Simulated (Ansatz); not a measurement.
## Moving the Hubbard U on Ti d in TiO

```cif
data_structure
_symmetry_space_group_name_H-M 'P 1'
_symmetry_Int_Tables_number 1
_cell_length_a 2.8516
_cell_length_b 2.8516
_cell_length_c 5.5675
_cell_angle_alpha 90.000
_cell_angle_beta 90.000
_cell_angle_gamma 120.000
_cell_volume 39.21
loop_
_atom_site_label
_atom_site_type_symbol
_atom_site_fract_x
_atom_site_fract_y
_atom_site_fract_z
_atom_site_occupancy
Ti1 Ti 0.66667 0.33333 0.75000 1
Ti2 Ti 0.33333 0.66667 0.25000 1
O1 O 0.00000 0.00000 0.50000 1
O2 O 0.00000 0.00000 0.00000 1
```

The cell comes from a database or a generator and needn't be the stable form of this composition.

Kept alike: task band structure; functional PBEsol; k mesh 11 × 11 × 5; occupations fermi-dirac, width 0.05 eV; no spin polarisation. Program: Ansatz, Ansatz PAW, cutoff 420 eV. The mesh is that of the run's cell of 4 atoms. No spin-orbit coupling.

| run | band gap (eV) | pressure (GPa) |
| --- | --- | --- |
| A | 0.05 or less | -6.94 |
| B | - | 7.84 |
| C | 0.05 or less | -5.23 |
| D | 0.05 or less | -0.60 |
| E | 0.05 or less | -8.52 |
| F | 1.487 | 25.70 |
| G | 0.05 or less | -3.29 |
| H | 0.05 or less | -10.01 |

Pressure is positive in compression, with a Pulay correction for the finite cutoff. U acts here on a shell without spin polarisation. A missing gap at this level doesn't show that the real crystal is a metal. How U acts hangs on the program's projectors. A dash stands where a model potential gives no energy or stress, or where a value looked faulty or was in doubt. Gaps are the smaller of the mesh's and the band path's. All rows use potentials made for PBE. U is the effective U - J on orthogonalised atomic projectors. Double counting: fully localised limit (the default).

Problem. The runs differ in the Hubbard U on Ti d alone: 0; 1; 2; 3; 4; 5; 6; 8 eV. Which run is which?

Solution. Run A is 2 eV; run B is 6 eV; run C is 3 eV; run D is 5 eV; run E is 1 eV; run F is 8 eV; run G is 4 eV; run H is 0 eV. The band gap rises from 0.05 or less to 1.487 eV between 0 and 8 eV. U pushes filled shell states down and empty ones up. Its step between 5 and 8 is the steepest for its width, which can mark a change of electronic state. The pressure rises from -10.01 to 25.70 GPa between 0 and 8 eV. Its step between 6 and 8 is the steepest for its width, which can mark a change of electronic state.

At fixed cell, increasing U turns a tendency to contract into one to expand, slowly up to 5 eV and much faster beyond. The smooth part fits a gradual weakening of Ti-Ti d bonding and Ti-O covalency as the d electrons localise. The sharp rise in pressure already between 5 and 6 eV suggests that the electronic rearrangement begins there, though only the 8 eV run is shown to have a gap.

The structure offers a plausible route to that gap. Ti sits in a trigonal prism of oxygen, where the crystal field can set one d orbital, largely dz2, apart from the rest. Formally divalent Ti has two d electrons, enough to fill it as a pair. A large U rewards such near-integer orbital occupations, and so probably turns a partly filled d manifold into a filled band below empty ones. This would be an orbitally polarised band insulator, not a Mott state with local moments. Hund's coupling favours parallel spins in a d2 shell, so a magnetic solution could lie lower and have a different gap and equilibrium volume.
